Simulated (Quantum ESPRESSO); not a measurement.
InP:

```xyz
2
Lattice="0.0000 2.9305 2.9305 2.9305 0.0000 2.9305 2.9305 2.9305 0.0000" Properties=species:S:1:pos:R:3 pbc="T T T"
In    0.0000    0.0000    0.0000
P     4.3957    4.3957    4.3957
```

| Quantity | Value |
| --- | --- |
| Program | Quantum ESPRESSO 7.5 |
| Task | phonons |
| Functional | PBE |
| Potentials or basis | PseudoDojo 0.4.1 SR PBE standard |
| Cutoff | 952 eV |
| Density cutoff | 3810 eV |
| k mesh | 4 × 4 × 4, shifted |
| Occupations | fermi-dirac, width 0.05 eV |
| Spin | no spin polarisation |
| Mixing beta | 0.5 |
| Most SCF iterations | 120 |
| SCF threshold | 4e-10 Ry |

The first run showed a gap, so the response started from a second, tighter run with fixed occupations.

Task: What is the highest optical frequency at the zone centre, leaving out the macroscopic field of polar modes?

Result: 304 cm⁻¹, a mode of symmetry T2 (IR and Raman).

Optical modes at Γ, degenerate ones joined, polar ones without the macroscopic field:
| cm⁻¹ | components | symmetry | active in | IR intensity, summed ((D/Å)²/amu) |
| --- | --- | --- | --- | --- |
| 304 | 3 | T2 | IR and Raman | 18.90 |

Caveat: the cell is more than 3 GPa from zero pressure, which shifts response properties.
